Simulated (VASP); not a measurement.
GaAs:

```xyz
2
Lattice="0.0000 2.8268 2.8268 2.8268 0.0000 2.8268 2.8268 2.8268 0.0000" Properties=species:S:1:pos:R:3 pbc="T T T"
As    4.2403    4.2403    4.2403
Ga    0.0000    0.0000    0.0000
```

Base run:

- Program: VASP 6.6.1
- Functional: LAK
- Potentials or basis: VASP PAW PBE potentials, release 64 (As, Ga_d)
- Cutoff: 520 eV
- k mesh: 8 × 8 × 8
- Occupations: fermi-dirac, width 0.05 eV
- Spin: no spin polarisation

Its results: band gap on the k mesh 1.48 eV, direct.

Question: After a change of settings the same cell gave: band gap on the k mesh 0.52 eV, direct. Which change was it?
A. functional from LAK to TB-mBJ
B. functional from LAK to PBE; further incar settings from ALGO = Normal; EDIFF = 1e-07 to ALGO = Normal; EDIFF = 1e-08; IBRION = 8
C. functional from LAK to LMBJ; further incar settings from ALGO = Normal; EDIFF = 1e-07 to ALGO = Normal; EDIFF = 1e-06; NBANDS = 16

Answer: B.

Caveats: the gap is small at this level, which inflates the dielectric constant (some runs).
